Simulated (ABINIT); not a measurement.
Crystal: NaF (Villiaumite).

```
CELL_PARAMETERS angstrom
0.00000 2.32000 2.32000
2.32000 0.00000 2.32000
2.32000 2.32000 0.00000
ATOMIC_POSITIONS crystal
Na 0.00000 0.00000 0.00000
F 0.50000 0.50000 0.50000
```

Base run:

* Program: ABINIT 10.8.3 (patched build)
* Functional: LDA
* Potentials or basis: PseudoDojo NC SR LDA v0.4.1 standard
* Cutoff: 1088 eV
* k mesh: 8 × 8 × 8
* Occupations: fermi-dirac, width 0.05 eV
* Spin: no spin polarisation

Its results: band gap on the k mesh 5.97 eV, direct; pressure -4.7 GPa.

Q: The run is repeated on the same cell with these changes: functional from LDA to RPBE; potentials or basis from PseudoDojo NC SR LDA v0.4.1 standard to SG15 NC PBE v1.2; cutoff from 1088 eV to 1034 eV. What comes out?

A: Band gap on the k mesh 6.68 eV, direct; pressure 5.1 GPa.

Caveats: the potentials were made for another functional, which shifts forces and pressure (some runs).

A k mesh can miss the band edges.

Not every run made on this cell is shown here.
